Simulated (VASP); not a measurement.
A run of VASP 6.6.1:

INCAR

```
PREC = Accurate ; ENCUT = 600
EDIFF = 1E-7 ; ISMEAR = 0
SIGMA = 0.03 ; LREAL = False
LASPH = True ; NELM = 80
ALGO = Normal ; ISIF = 3
LWAVE = False ; LCHARG = False
GGA = PE ; IBRION = 2
NSW = 90 ; EDIFFG = -0.005
```

Contents of KPOINTS:

```
Automatic mesh
0
Gamma
  12 12 6
```

POSCAR

```
Si                                      
1.0
    3.8505599159      0.0000000000      0.0000000000
   -1.9252799580      3.3346827086      0.0000000000
    0.0000000000      0.0000000000      6.3630943756
  Si            
     4
Direct
     0.6666666699999979    0.3333333300000021    0.0629478749771364
     0.3333333300000021    0.6666666699999979    0.5629478749771363
     0.6666666699999979    0.3333333300000021    0.4370521250228636
     0.3333333300000021    0.6666666699999979    0.9370521250228637
```

Potentials or basis: VASP PAW PBE potentials, release 64 (Si).

Launch:

```sh
$ cat potpaw_PBE.64/Si/POTCAR > POTCAR
$ mpirun -np 1 vasp_std > vasp.out
```

Hardware: 1 thread of Intel(R) Xeon(R) 6975P-C (Granite Rapids), with other jobs on the host.

Problem. How long does it take, and how much memory?

Solution. It took 30 s on 1 thread of Intel(R) Xeon(R) 6975P-C (Granite Rapids), with other jobs on the host, peak memory 0.24 GiB. Counts: scf iterations 14, k points 76, ion steps 1.
